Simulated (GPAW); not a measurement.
The system is Ge.

```xyz
2
Lattice="-2.4959 2.6509 1.4369 2.4959 -2.6509 1.4369 2.4959 2.6509 -1.4369" Properties=species:S:1:pos:R:3 pbc="T T T"
Ge    0.0000    1.3254    0.1841
Ge    2.4959    1.3254    1.2529
```

This isn't the form of Ge at room conditions, which is diamond.

| Quantity | Value |
| --- | --- |
| Program | GPAW 26.7.0 |
| Task | relaxation of cell and atoms |
| Functional | PBEsol |
| Potentials or basis | PAW data sets generated in the run's folder for this functional |
| Cutoff | 600 eV |
| Basis | pw |
| k mesh | 8 × 8 × 8 |
| Occupations | fermi-dirac, width 0.05 eV |
| Spin | no spin polarisation |

At the start: pressure -2.7 GPa; volume 19.01 Å³/atom.

Where does the relaxation end?

Over 6 steps the energy falls by 7.3 meV/atom and the volume is 18.33 Å³/atom (-3.6 %); space group Imma (No. 74, to 0.05 Å).

Step by step:
```csv
step,energy change (eV),largest force (eV/Å),pressure (GPa),volume (Å³)
1,0.0000,0.0196,-2.75,38.03
2,-0.0043,0.0201,-2.27,37.76
3,-0.0135,0.0220,0.22,36.52
4,-0.0137,0.0214,0.13,36.56
5,-0.0146,0.0162,-0.15,36.70
6,-0.0147,0.0144,-0.07,36.67
```

Final structure:
```xyz
2
Lattice="-2.4450 2.6109 1.4360 2.4450 -2.6109 1.4360 2.4450 2.6109 -1.4360" Properties=species:S:1:pos:R:3 pbc="T T T"
Ge    0.0000    1.3055    0.1900
Ge    2.4450    1.3055    1.2460
```

Caveat: later steps reuse the first step's grids.
